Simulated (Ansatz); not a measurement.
# Ti3Al: the cost of one run

Computed with Ansatz 0.2.0 (DFT PBE, scalar-relativistic, plane waves, PAW, unless a step's input says otherwise).

### 1 The starting structure

Symmetry: P-62m, No. 189, hexagonal system. The conventional cell has a = 4.773 Å, b = 4.773 Å, c = 4.406 Å, α = 90.00°, β = 90.00°, γ = 120.00°. Ti (site symmetry m2m) has 6 Ti at 2.73 to 2.81 Å and 2 Al at 2.74 Å as nearest neighbours. Al (site symmetry -62m) is surrounded by 6 Ti at 2.74 Å.

As a file:

```cif
data_structure
_symmetry_space_group_name_H-M 'P 1'
_symmetry_Int_Tables_number 1
_cell_length_a 4.7729
_cell_length_b 4.7729
_cell_length_c 4.4055
_cell_angle_alpha 90.000
_cell_angle_beta 90.000
_cell_angle_gamma 120.000
_cell_volume 86.91
loop_
_atom_site_label
_atom_site_type_symbol
_atom_site_fract_x
_atom_site_fract_y
_atom_site_fract_z
_atom_site_occupancy
Ti1 Ti 0.34023 0.00000 0.00000 1
Ti2 Ti 0.00000 0.34023 0.00000 1
Ti3 Ti 0.65977 0.65977 0.00000 1
Al1 Al 0.00000 0.00000 0.50000 1
```

The cell was relaxed beforehand at this level, from a generated guess; it needn't be the stable form of this composition. At a tolerance of 0.05 Å it has space group P-62m (No. 189); it has 21.73 Å³/atom, an uncorrected energy of +0.68 eV/atom over the elements.

### 2 Static run: bands, density of states and charges

Input file input.yaml:

```yaml
crystal:
  lattice:
    - [4.7728744672, 0.0, 0.0]
    - [-2.3864372336, 4.1334305377, 0.0]
    - [0.0, 0.0, 4.4055321067]
  atoms:
    - { symbol: Ti, position: [0.3402295596, 0.0, 0.0] }
    - { symbol: Ti, position: [0.0, 0.3402295596, 0.0] }
    - { symbol: Ti, position: [0.6597704404, 0.6597704404, 0.0] }
    - { symbol: Al, position: [0.0, 0.0, 0.5] }
basis:
  ecutwfc: 420
kpoints:
  mp_grid: { grid: [12, 12, 10] }
  band_path:
    path:
      - [[0.0, 0.0, 0.0], [0.5, 0.0, 0.0], [0.33333333, 0.33333333, 0.0], [0.0, 0.0, 0.0], [0.0, 0.0, 0.5], [0.5, 0.0, 0.5], [0.33333333, 0.33333333, 0.5], [0.0, 0.0, 0.5]]
      - [[0.5, 0.0, 0.5], [0.5, 0.0, 0.0]]
      - [[0.33333333, 0.33333333, 0.5], [0.33333333, 0.33333333, 0.0]]
    npoints: 14
hamiltonian:
  xc: pbe
scf:
  occupations: { method: gaussian, width: 0.1 }
  n_extra_bands: 10
output:
  forces: true
  stress: true
  eigenvalues: true
  populations: true
  dos: { projected: true, de: 0.02, nscf_kmesh: { grid: [15, 15, 12] } }
  bader: true
  write_density: true
  write_potential: true
  elf: true
  volumetric_format: npy
```

Launch:

```bash
$ ansatz run input.yaml --threads 1 --pin off --max-ram 2560MiB --backend cpu --events-out ev --progress --plain --runs-dir out
```

**Question.** How long does this run take on 1 thread of Intel Xeon Platinum 8559C (Emerald Rapids), shared host, and how much memory does it need?

About 62 s, with a peak of 0.64 GiB.
